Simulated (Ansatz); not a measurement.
## What a change of settings does to a run on Mn

The structure comes from a relaxation in the same program, started in the sc type. Whether it is a known phase or the ground state wasn't checked. The listed cell was then made from it by scaling, straining or moving an atom.

First run: DFT, PBE, PAW with Ansatz's default frozen-core files, scalar-relativistic (Ansatz 0.2.0).

Command: `ansatz run input.yaml --threads 1 --pin off --max-ram 3072MiB --backend cpu --events-out ev --progress --plain --runs-dir out` The run took about 5.5 s on 1 thread of a shared machine.

```yaml
crystal:
  lattice:
    - [2.2723286307, 0.0, 0.0]
    - [0.0, 2.2723286307, 0.0]
    - [0.0, 0.0, 2.2723286307]
  atoms:
    - { symbol: Mn, position: [0.0, 0.0, 0.0], spin: 4.0 }
magnetization:
  spin_polarized: true
kpoints:
  mp_grid: { grid: [14, 14, 14] }
scf:
  occupations: { method: fermi_dirac, width: 0.05 }
hamiltonian:
  xc: pbe
  pseudopotentials: { kind: paw }
output:
  forces: true
  stress: true
  eigenvalues: true
  efg: { contact_densities: true }
  write_density: true
  write_potential: true
  elf: true
  volumetric_format: npy
```

Result: converged; pressure 4.22 GPa; moment 0.43 μB; 14 SCF iterations.

The input is then changed:

```diff
@@ -13,5 +13,5 @@
   occupations: { method: fermi_dirac, width: 0.05 }
 hamiltonian:
-  xc: pbe
+  xc: lda
   pseudopotentials: { kind: paw }
 output:
@@ -20,7 +20,3 @@
   eigenvalues: true
   efg: { contact_densities: true }
-  write_density: true
-  write_potential: true
-  elf: true
-  volumetric_format: npy
```

(1) What does the second run give?

Answers

(1) It converged; pressure -13.04 GPa; moment 0.00 μB; 17 SCF iterations.
